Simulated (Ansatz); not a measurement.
# Si4C5: the cost of one run

Method: DFT PBE, scalar-relativistic, plane waves, PAW, in Ansatz 0.2.0.

21 further runs of the same task are left out: 21 set aside as unsound or not needed. Runs told in other sessions of the task aren't counted.

### 1 The system as given

It takes space group P3m1 (No. 156, trigonal). The conventional cell has a = 3.092 Å, b = 3.092 Å, c = 25.234 Å, α = 90.00°, β = 90.00°, γ = 120.00°. C (site symmetry 3m) is surrounded by 3 Si at 1.89 Å. Si (site symmetry 3m) has 4 C at 1.89 to 1.91 Å in its first shell of neighbours. Around C (site symmetry 3m) lie 4 Si at 1.89 to 1.91 Å. Si (site symmetry 3m) is surrounded by 4 C at 1.89 to 1.94 Å. Around C (site symmetry 3m) lie 4 Si at 1.88 to 1.94 Å. Si (site symmetry 3m) is surrounded by 4 C at 1.88 to 1.97 Å. Around C (site symmetry 3m) lie 4 Si at 1.87 to 1.97 Å. Si (site symmetry 3m) is surrounded by 4 C at 1.55 to 1.87 Å. Only part of the 9 independent sites is listed.

Structure file:

```
C Si
1.0
     3.09201    0.00000    0.00000
    -1.54601    2.67776    0.00000
     0.00000    0.00000   25.23371
C Si
5 4
Cartesian
  0.0000 1.7852 4.0000
  1.5460 0.8926 6.5369
  0.0000 1.7852 9.1041
  1.5460 0.8926 11.6669
  0.0000 1.7852 13.7837
  1.5460 0.8926 4.6298
  0.0000 1.7852 7.1667
  1.5460 0.8926 9.6970
  0.0000 1.7852 12.2337
```

This is the geometry of the first run shown, built on a cell relaxed beforehand with the same method.

### 2 What is varied

Atoms count from 1 in the order of the input.

C is moved along a line over the surface and along the normal, above a rigid substrate.

First coordinate, position of C9 along the long diagonal of the hexagonal surface cell, from above Si8: 9 values from 0.00 to 4.76 Å, periodic. Second coordinate, height of C9 above the plane of Si8: 8 values from 0.11 to 3.63 Å.

Nothing else is relaxed. Points are written as (first, second).

### 3 Point (0.00 Å, 1.55 Å)

The cell repeats along c, and a dipole correction in the vacuum removes the field between the copies.

The input, input.yaml:

```yaml
crystal:
  lattice:
    - [3.0920147208, 0.0, 0.0]
    - [-1.5460073604, 2.6777632971, 0.0]
    - [0.0, 0.0, 25.2337106667]
  atoms:
    - { symbol: C, position: [0.3333333333, 0.6666666667, 0.1585181051] }
    - { symbol: Si, position: [0.6666666667, 0.3333333333, 0.1834768895] }
    - { symbol: C, position: [0.6666666667, 0.3333333333, 0.2590546646] }
    - { symbol: Si, position: [0.3333333333, 0.6666666667, 0.284013449] }
    - { symbol: C, position: [0.3333333333, 0.6666666667, 0.3607902149] }
    - { symbol: Si, position: [0.6666666667, 0.3333333333, 0.3842867907] }
    - { symbol: C, position: [0.6666666667, 0.3333333333, 0.4623551549] }
    - { symbol: Si, position: [0.3333333333, 0.6666666667, 0.4848161584] }
    - { symbol: C, position: [0.3333333333, 0.6666666667, 0.5462419241], spin: 2.0 }
basis:
  ecutwfc: 420
kpoints:
  mp_grid: { grid: [9, 9, 1] }
hamiltonian:
  xc: pbe
  pseudopotentials: { kind: paw, azcp: { folder: soft_1 } }
scf:
  occupations: { method: gaussian, width: 0.05 }
output:
  forces: true
  eigenvalues: true
  populations: true
magnetization:
  spin_polarized: true
efield:
  axis: 3
  dipole_correction: true
  ramp_width: 0.04
```

The run is started by

```console
> ansatz run input.yaml --threads 1 --pin off --max-ram 3072MiB --backend cpu --events-out ev --progress --plain --runs-dir out
```

What time and memory should one allow on 1 thread of Intel Xeon Platinum 8488C (Sapphire Rapids), shared host?

About 42 s, with a peak of 0.51 GiB.
